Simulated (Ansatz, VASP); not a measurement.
## Two plane-wave programs on Si

```xyz
2
Lattice="0.0000 2.7008 2.7008 2.7008 0.0000 2.7008 2.7008 2.7008 0.0000" Properties=species:S:1:pos:R:3 pbc="T T T"
Si    2.7008    2.7008    2.7008
Si    4.0512    4.0512    4.0512
```

Alike in both runs: task single point; functional LDA; k mesh 12 × 12 × 12; occupations gaussian, width 0.05 eV; no spin polarisation.

```csv
,VASP,Ansatz
version,VASP 6.6.1,Ansatz 0.2.0
potentials or method,"VASP PAW LDA potentials, release 64 (Si)","scalar-relativistic, plane waves, PAW"
plane-wave cutoff (eV),520,420
valence electrons in the cell,8,8
```

```csv
,VASP,Ansatz,Ansatz less VASP
gap on the k mesh at the Fermi level (eV),0.44,0.44,+0.003
least direct gap on the mesh (eV),2.53,2.53,+0.001
pressure (GPa),0.1,0.0,-0.06
```

Ansatz warned: «pseudo_functional_mismatch».
